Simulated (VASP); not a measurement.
All values below come from revPBE GGA, VASP's PBE PAW potentials (set 64) (plane waves; VASP 6.6.1).

The input files of a VASP run:

### KPOINTS
```
Automatic mesh
0
Gamma
6 6 6
0 0 0
```

POSCAR:
```
CsBr
1
    4.5364005439     0.0000000000     0.0000000000
    0.0000000000     4.5364005439     0.0000000000
    0.0000000000     0.0000000000     4.5364005439
Cs Br
1 1
Direct
  0.0000000000   0.0000000000   0.0000000000
  0.5000000000   0.5000000000   0.5000000000
```

### INCAR
```
SYSTEM=CsBr
PREC=Accurate; ENCUT=520; LREAL=F
LASPH=T
EDIFF=1E-7; NELM=100; ALGO=Normal
LMAXMIX=4
ISMEAR=0; SIGMA=0.05
GGA=RE
ISIF=2
LWAVE=F; LCHARG=F
```

POTCAR, in this order: Cs_sv Br (PBE.64 set). Program: vasp_std.

What VASP printed:

**OSZICAR**
```
       N       E                     dE             d eps       ncg     rms          rms(c)
DAV:   1     0.100852893356E+03    0.10085E+03   -0.65256E+03   480   0.111E+03
DAV:   2     0.224690787158E+01   -0.98606E+02   -0.92474E+02   724   0.177E+02
DAV:   3    -0.587731407587E+01   -0.81242E+01   -0.81016E+01   596   0.599E+01
DAV:   4    -0.596860878554E+01   -0.91295E-01   -0.91237E-01   560   0.751E+00
DAV:   5    -0.596947998999E+01   -0.87120E-03   -0.87028E-03   592   0.708E-01    0.196E+00
DAV:   6    -0.569403031164E+01    0.27545E+00   -0.41283E-01   544   0.313E+00    0.124E+00
DAV:   7    -0.565369337300E+01    0.40337E-01   -0.23252E-01   584   0.245E+00    0.676E-01
DAV:   8    -0.566418911574E+01   -0.10496E-01   -0.23911E-02   532   0.113E+00    0.126E-01
DAV:   9    -0.566560868197E+01   -0.14196E-02   -0.38234E-03   576   0.406E-01    0.954E-02
DAV:  10    -0.566588795531E+01   -0.27927E-03   -0.41377E-04   548   0.185E-01    0.126E-02
DAV:  11    -0.566590212042E+01   -0.14165E-04   -0.48999E-05   576   0.452E-02    0.670E-03
DAV:  12    -0.566590654286E+01   -0.44224E-05   -0.19776E-05   536   0.331E-02    0.185E-03
DAV:  13    -0.566590657853E+01   -0.35673E-07   -0.32803E-07   600   0.480E-03
   1 F= -.56659066E+01 E0= -.56659066E+01  d E =-.189348E-12
```

OUTCAR:
```
------------------------ aborting loop because EDIFF is reached ----------------------------------------
  FORCE on cell =-STRESS in cart. coord.  units (eV):
  Direction    XX          YY          ZZ          XY          YZ          ZX
  --------------------------------------------------------------------------------------
  Total        0.0158173      0.0158173      0.0158173     -0.0000000      0.0000000     -0.0000000
  in kB        0.2714621      0.2714621      0.2714621     -0.0000000      0.0000000     -0.0000000
  external PRESSURE =       0.2714621 kB  Pullay stress =       0.0000000 kB
  volume of cell :       93.35
      direct lattice vectors                 reciprocal lattice vectors
     4.536400544  0.000000000  0.000000000     0.220439088  0.000000000  0.000000000
     0.000000000  4.536400544  0.000000000     0.000000000  0.220439088  0.000000000
     0.000000000  0.000000000  4.536400544     0.000000000  0.000000000  0.220439088
 POSITION                                       TOTAL-FORCE (eV/Angst)
 -----------------------------------------------------------------------------------
      0.00000      0.00000      0.00000         0.000000      0.000000      0.000000
      2.26820      2.26820      2.26820         0.000000      0.000000      0.000000
 -----------------------------------------------------------------------------------
    total drift:                                0.000000      0.000000      0.000000
  FREE ENERGIE OF THE ION-ELECTRON SYSTEM (eV)
  ---------------------------------------------------
  free  energy   TOTEN  =        -5.6659065785 eV

  energy  without entropy=       -5.6659065785  energy(sigma->0) =       -5.66590658
```
(Selected blocks of OUTCAR.)

The compound is CsBr in the CsCl type structure. It was relaxed first, which changed the volume by +18 %.
